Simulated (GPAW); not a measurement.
Nb:

```
Nb
1.0
    -1.66395    1.66395    1.66395
     1.66395   -1.66395    1.66395
     1.66395    1.66395   -1.66395
Nb
1
Direct
  0.00000 0.00000 0.00000
```

- Program: GPAW 26.7.0
- Task: single point
- Functional: PBEsol
- Potentials or basis: PAW data sets generated in the run's folder for this functional
- Cutoff: 600 eV
- Basis: pw
- k mesh: 11 × 11 × 11
- Occupations: fermi-dirac, width 0.05 eV
- Spin: no spin polarisation

On this cell: pressure -8.5 GPa; band gap on the k mesh none (metal or under the smearing width).

The same run follows on a disturbed copy (cell strained at random at fixed volume):

```
CELL_PARAMETERS angstrom
-1.65481 1.66189 1.66310
1.61189 -1.66978 1.62806
1.70285 1.71781 -1.67098
ATOMIC_POSITIONS crystal
Nb 0.99711 0.99235 0.00528
```

Task: What does the disturbed cell give?

Result: The energy (extrapolated to zero smearing) moves by +3.5 meV/atom; pressure -8.5 GPa; band gap on the k mesh none (metal or under the smearing width).

Stress tensor (GPa, compression positive):
```
-8.15 -0.67  0.41
-0.67 -9.97  0.21
 0.41  0.21 -7.50
```
